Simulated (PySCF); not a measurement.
Compound: norbornene, C7H10.
Numbering: `[CH:1]1=[CH:2][C@H:3]2[CH2:4][CH2:5][C@@H:6]1[CH2:7]2` (hydrogens: H8 on C1; H9 on C2; H10 on C3; H11, H12 on C4; H13, H14 on C5; H15 on C6; H16, H17 on C7)

The same species was optimised twice, with GFN2-xTB and with PBE0-D3(BJ)/def2-SVP (PySCF), and the same property calculations (PySCF, gas phase) were run on both structures.

| coordinate | GFN2-xTB | PBE0-D3(BJ)/def2-SVP | change |
| --- | --- | --- | --- |
| C1=C2 (Å) | 1.326 | 1.341 | +0.015 |
| C5–C6 (Å) | 1.547 | 1.556 | +0.009 |
| C4–C5 (Å) | 1.540 | 1.549 | +0.009 |
| C3–C4 (Å) | 1.547 | 1.556 | +0.009 |
| C2–C3 (Å) | 1.507 | 1.514 | +0.007 |
| C1–C6 (Å) | 1.507 | 1.514 | +0.007 |
| C3–C7 (Å) | 1.532 | 1.536 | +0.004 |
| C6–C7 (Å) | 1.532 | 1.536 | +0.004 |
| C2–C3–C4 (°) | 105.5 | 106.0 | +0.5 |
| C1–C6–C5 (°) | 105.5 | 106.0 | +0.5 |
| C3–C7–C6 (°) | 93.4 | 93.7 | +0.3 |
| C4–C3–C7 (°) | 100.7 | 100.5 | -0.2 |
| C5–C6–C7 (°) | 100.7 | 100.5 | -0.2 |
| C1–C2–C3 (°) | 107.5 | 107.3 | -0.2 |
| C1–C6–C7 (°) | 100.4 | 100.3 | -0.1 |
| C2–C1–C6 (°) | 107.5 | 107.3 | -0.2 |

Rotational constants: A = 3996, B = 3498, C = 3081 MHz (GFN2-xTB) against A = 3958, B = 3453, C = 3033 MHz (PBE0-D3(BJ)/def2-SVP). Point groups within 0.08 Å: Cs and Cs.

On the GFN2-xTB structure: HOMO (eV) -6.88 [PBE0/pcSseg-1]; LUMO (eV) 0.52 [PBE0/pcSseg-1]; dipole (D) 0.31 [PBE0/pcSseg-1]; GIAO shielding of C1/C2 (mean) (ppm) 42.5 [PBE0/pcSseg-1]; GIAO shielding of C3/C6 (mean) (ppm) 141.9 [PBE0/pcSseg-1]; GIAO shielding of C4/C5 (mean) (ppm) 159.7 [PBE0/pcSseg-1]; GIAO shielding of C7 (ppm) 134.2 [PBE0/pcSseg-1].

What do these properties become on the PBE0-D3(BJ)/def2-SVP structure?

```tsv
property	level	on GFN2-xTB	on PBE0-D3(BJ)/def2-SVP	change
HOMO (eV)	PBE0/pcSseg-1	-6.88	-6.85	+0.03
LUMO (eV)	PBE0/pcSseg-1	0.52	0.43	-0.09
dipole (D)	PBE0/pcSseg-1	0.31	0.36	+0.05
energy, GFN2-xTB geometry as zero (kcal/mol)	PBE0/pcSseg-1	0.0	-0.5	-0.5
GIAO shielding of C1/C2 (mean) (ppm)	PBE0/pcSseg-1	42.5	38.8	-3.7
GIAO shielding of C3/C6 (mean) (ppm)	PBE0/pcSseg-1	141.9	139.8	-2.1
GIAO shielding of C4/C5 (mean) (ppm)	PBE0/pcSseg-1	159.7	157.5	-2.2
GIAO shielding of C7 (ppm)	PBE0/pcSseg-1	134.2	132.6	-1.6
```

The heavy atoms differ by 0.010 Å rms after alignment. Among bonds between heavy atoms C1=C2 changes most (+0.015 Å). Changes are differences of the printed values. Neither structure is proved a minimum here.
